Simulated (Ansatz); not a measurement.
The system is C.

```xyz
4
Lattice="1.2332 0.7120 8.2826 -1.2332 0.7120 8.2826 0.0000 -1.4240 8.2826" Properties=species:S:1:pos:R:3 pbc="T T T"
C     0.0000    0.0000    2.1661
C     0.0000    0.0000   18.7315
C     0.0000    0.0000    6.1163
C     0.0000    0.0000   22.6818
```

This isn't the form of C at room conditions, which is graphite.

* Program: Ansatz 0.2.0
* Task: relaxation of cell and atoms
* Functional: PBE
* Dispersion: D3(BJ)
* Potentials or basis: SSSP efficiency PAW
* Cutoff: 612 eV
* Density cutoff: 6123 eV
* k mesh: 12 × 12 × 12
* Occupations: cold, width 0.1 eV
* Spin: no spin polarisation

At the start: volume 10.91 Å³/atom.

Question: How do energy, volume and symmetry change on relaxing?

Answer: It ends after 8 steps and the volume is 9.08 Å³/atom (-16.7 %); space group R-3m (No. 166, to 0.05 Å).

The path:
```
step  energy change (eV)  largest force (eV/Å)  volume (Å³)
   1              0.0000                0.0062        43.63
   2             -0.0174                0.0053        42.05
   3             -0.0379                0.0223        39.92
   4             -0.0579                0.0377        37.80
   5             -0.0702                0.0077        35.68
   6             -0.0701                0.0082        36.55
   7             -0.0706                0.0017        36.33
   8             -0.0658                0.0015        36.33
```

Final structure:
```cif
data_structure
_symmetry_space_group_name_H-M 'P 1'
_symmetry_Int_Tables_number 1
_cell_length_a 7.0456
_cell_length_b 7.0456
_cell_length_c 7.0456
_cell_angle_alpha 20.155
_cell_angle_beta 20.155
_cell_angle_gamma 20.155
_cell_volume 36.33
loop_
_atom_site_label
_atom_site_type_symbol
_atom_site_fract_x
_atom_site_fract_y
_atom_site_fract_z
_atom_site_occupancy
C1 C 0.08167 0.08167 0.08167 1
C2 C 0.74836 0.74836 0.74836 1
C3 C 0.25164 0.25164 0.25164 1
C4 C 0.91833 0.91833 0.91833 1
```

Caveat: the volume moved by over 15 % at a fixed basis, so the end points are rough; the plane-wave basis is chosen anew once the cell has moved, so the energies of steps on either side of that aren't comparable.
